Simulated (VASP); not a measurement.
# In: drag along a line

In, slab, 13 atoms in the cell. PBE, constrained relaxations along a path; PAW potentials In_d (PBE set).

Path: drag along a line, In hops from a hollow site to the next hollow site of In(100).

## Input

INCAR:
```
SYSTEM = In
PREC     = Normal         ! precision mode
ENCUT    = 250            ! plane-wave cutoff, eV
EDIFF    = 1E-6           ! SCF threshold, eV
ISMEAR   = 1              ! smearing method
SIGMA    = 0.1            ! smearing width, eV
LREAL    = .FALSE.        ! projectors in reciprocal space
LASPH    = .TRUE.         ! aspherical terms in the spheres
NELM     = 100            ! most SCF steps
ALGO     = Normal         ! electronic algorithm
LWAVE    = .FALSE.        ! write WAVECAR
LCHARG   = .FALSE.        ! write CHGCAR
IBRION   = 2              ! ionic algorithm
NSW      = 60             ! ionic steps
ISIF     = 2              ! what is computed and relaxed
EDIFFG   = -0.03          ! ionic threshold
POTIM    = 0.5            ! step
KPAR     = 2             
```

KPOINTS:
```
k-points
0
Gamma
  2 2 1
```

POSCAR.step1:
```
In
1.0
    7.5301009600      0.0000000000      0.0000000000
    0.0000000000      7.5301009600      0.0000000000
    0.0000000000      0.0000000000     18.9350504800
In
13
Selective dynamics
Direct
    0.0000000000      0.0000000000      0.3168726699  F F F
    0.5000000000      0.0000000000      0.3168726699  F F F
    0.0000000000      0.5000000000      0.3168726699  F F F
    0.5000000000      0.5000000000      0.3168726699  F F F
    0.2500000000      0.2500000000      0.4162928030  T T T
    0.7500000000      0.2500000000      0.4162928030  T T T
    0.2500000000      0.7500000000      0.4162928030  T T T
    0.7500000000      0.7500000000      0.4162928030  T T T
    0.0000000000      0.0000000000      0.5157129362  T T T
    0.5000000000      0.0000000000      0.5157129362  T T T
    0.0000000000      0.5000000000      0.5157129362  T T T
    0.5000000000      0.5000000000      0.5157129362  T T T
    0.2500000000      0.2500000000      0.5790874702  F T T
```

POSCAR.step2:
```
In
1.0
    7.5301009600      0.0000000000      0.0000000000
    0.0000000000      7.5301009600      0.0000000000
    0.0000000000      0.0000000000     18.9350504800
In
13
Selective dynamics
Direct
    0.0000000000      0.0000000000      0.3168726699  F F F
    0.5000000000      0.0000000000      0.3168726699  F F F
    0.0000000000      0.5000000000      0.3168726699  F F F
    0.5000000000      0.5000000000      0.3168726699  F F F
    0.2500000000      0.2500000000      0.4162928030  T T T
    0.7500000000      0.2500000000      0.4162928030  T T T
    0.2500000000      0.7500000000      0.4162928030  T T T
    0.7500000000      0.7500000000      0.4162928030  T T T
    0.0000000000      0.0000000000      0.5157129362  T T T
    0.5000000000      0.0000000000      0.5157129362  T T T
    0.0000000000      0.5000000000      0.5157129362  T T T
    0.5000000000      0.5000000000      0.5157129362  T T T
    0.1500000000      0.2500000000      0.5790874702  F T T
```

POSCAR.step3:
```
In
1.0
    7.5301009600      0.0000000000      0.0000000000
    0.0000000000      7.5301009600      0.0000000000
    0.0000000000      0.0000000000     18.9350504800
In
13
Selective dynamics
Direct
    0.0000000000      0.0000000000      0.3168726699  F F F
    0.5000000000      0.0000000000      0.3168726699  F F F
    0.0000000000      0.5000000000      0.3168726699  F F F
    0.5000000000      0.5000000000      0.3168726699  F F F
    0.2500000000      0.2500000000      0.4162928030  T T T
    0.7500000000      0.2500000000      0.4162928030  T T T
    0.2500000000      0.7500000000      0.4162928030  T T T
    0.7500000000      0.7500000000      0.4162928030  T T T
    0.0000000000      0.0000000000      0.5157129362  T T T
    0.5000000000      0.0000000000      0.5157129362  T T T
    0.0000000000      0.5000000000      0.5157129362  T T T
    0.5000000000      0.5000000000      0.5157129362  T T T
    0.0750000000      0.2500000000      0.5790874702  F T T
```

POSCAR.step4:
```
In
1.0
    7.5301009600      0.0000000000      0.0000000000
    0.0000000000      7.5301009600      0.0000000000
    0.0000000000      0.0000000000     18.9350504800
In
13
Selective dynamics
Direct
    0.0000000000      0.0000000000      0.3168726699  F F F
    0.5000000000      0.0000000000      0.3168726699  F F F
    0.0000000000      0.5000000000      0.3168726699  F F F
    0.5000000000      0.5000000000      0.3168726699  F F F
    0.2500000000      0.2500000000      0.4162928030  T T T
    0.7500000000      0.2500000000      0.4162928030  T T T
    0.2500000000      0.7500000000      0.4162928030  T T T
    0.7500000000      0.7500000000      0.4162928030  T T T
    0.0000000000      0.0000000000      0.5157129362  T T T
    0.5000000000      0.0000000000      0.5157129362  T T T
    0.0000000000      0.5000000000      0.5157129362  T T T
    0.5000000000      0.5000000000      0.5157129362  T T T
    0.0000000000      0.2500000000      0.5790874702  F T T
```

POSCAR.step5:
```
In
1.0
    7.5301009600      0.0000000000      0.0000000000
    0.0000000000      7.5301009600      0.0000000000
    0.0000000000      0.0000000000     18.9350504800
In
13
Selective dynamics
Direct
    0.0000000000      0.0000000000      0.3168726699  F F F
    0.5000000000      0.0000000000      0.3168726699  F F F
    0.0000000000      0.5000000000      0.3168726699  F F F
    0.5000000000      0.5000000000      0.3168726699  F F F
    0.2500000000      0.2500000000      0.4162928030  T T T
    0.7500000000      0.2500000000      0.4162928030  T T T
    0.2500000000      0.7500000000      0.4162928030  T T T
    0.7500000000      0.7500000000      0.4162928030  T T T
    0.0000000000      0.0000000000      0.5157129362  T T T
    0.5000000000      0.0000000000      0.5157129362  T T T
    0.0000000000      0.5000000000      0.5157129362  T T T
    0.5000000000      0.5000000000      0.5157129362  T T T
   -0.0750000000      0.2500000000      0.5790874702  F T T
```

POSCAR.step6:
```
In
1.0
    7.5301009600      0.0000000000      0.0000000000
    0.0000000000      7.5301009600      0.0000000000
    0.0000000000      0.0000000000     18.9350504800
In
13
Selective dynamics
Direct
    0.0000000000      0.0000000000      0.3168726699  F F F
    0.5000000000      0.0000000000      0.3168726699  F F F
    0.0000000000      0.5000000000      0.3168726699  F F F
    0.5000000000      0.5000000000      0.3168726699  F F F
    0.2500000000      0.2500000000      0.4162928030  T T T
    0.7500000000      0.2500000000      0.4162928030  T T T
    0.2500000000      0.7500000000      0.4162928030  T T T
    0.7500000000      0.7500000000      0.4162928030  T T T
    0.0000000000      0.0000000000      0.5157129362  T T T
    0.5000000000      0.0000000000      0.5157129362  T T T
    0.0000000000      0.5000000000      0.5157129362  T T T
    0.5000000000      0.5000000000      0.5157129362  T T T
   -0.1500000000      0.2500000000      0.5790874702  F T T
```

POSCAR.step7:
```
In
1.0
    7.5301009600      0.0000000000      0.0000000000
    0.0000000000      7.5301009600      0.0000000000
    0.0000000000      0.0000000000     18.9350504800
In
13
Selective dynamics
Direct
    0.0000000000      0.0000000000      0.3168726699  F F F
    0.5000000000      0.0000000000      0.3168726699  F F F
    0.0000000000      0.5000000000      0.3168726699  F F F
    0.5000000000      0.5000000000      0.3168726699  F F F
    0.2500000000      0.2500000000      0.4162928030  T T T
    0.7500000000      0.2500000000      0.4162928030  T T T
    0.2500000000      0.7500000000      0.4162928030  T T T
    0.7500000000      0.7500000000      0.4162928030  T T T
    0.0000000000      0.0000000000      0.5157129362  T T T
    0.5000000000      0.0000000000      0.5157129362  T T T
    0.0000000000      0.5000000000      0.5157129362  T T T
    0.5000000000      0.5000000000      0.5157129362  T T T
   -0.2500000000      0.2500000000      0.5790874702  F T T
```

Commands (each step's output is kept before the next begins):
```
cat potpaw_PBE.64/In_d/POTCAR > POTCAR
cp POSCAR.step1 POSCAR
mpirun -np 4 vasp_std > vasp.out
cp POSCAR.step2 POSCAR
mpirun -np 4 vasp_std > vasp.out
cp POSCAR.step3 POSCAR
mpirun -np 4 vasp_std > vasp.out
cp POSCAR.step4 POSCAR
mpirun -np 4 vasp_std > vasp.out
cp POSCAR.step5 POSCAR
mpirun -np 4 vasp_std > vasp.out
cp POSCAR.step6 POSCAR
mpirun -np 4 vasp_std > vasp.out
cp POSCAR.step7 POSCAR
mpirun -np 4 vasp_std > vasp.out
```

## Result

- Barrier (eV): 0.140
- Ionic steps, all stages: 140
- Electronic steps, all stages: 1702

Energy along the pull:

| Share of the way | Energy above the start (eV) |
|---|---|
| 0 | 0.000 |
| 0.2 | -0.019 |
| 0.35 | 0.074 |
| 0.5 | 0.140 |
| 0.65 | 0.074 |
| 0.8 | -0.019 |
| 1 | -0.000 |

The slab is body-centred cubic In(100), which isn't the element's stable structure, in-plane cell 7.53 × 7.53 Å, with 2 × 2 k points.

Limits: the adatom repeats in each 2 x 2 surface cell, and the slab has three layers.

VASP 6.6.1 took 4356 s on 4 cores (Intel Xeon Platinum 8488C (Sapphire Rapids)), a shared host.
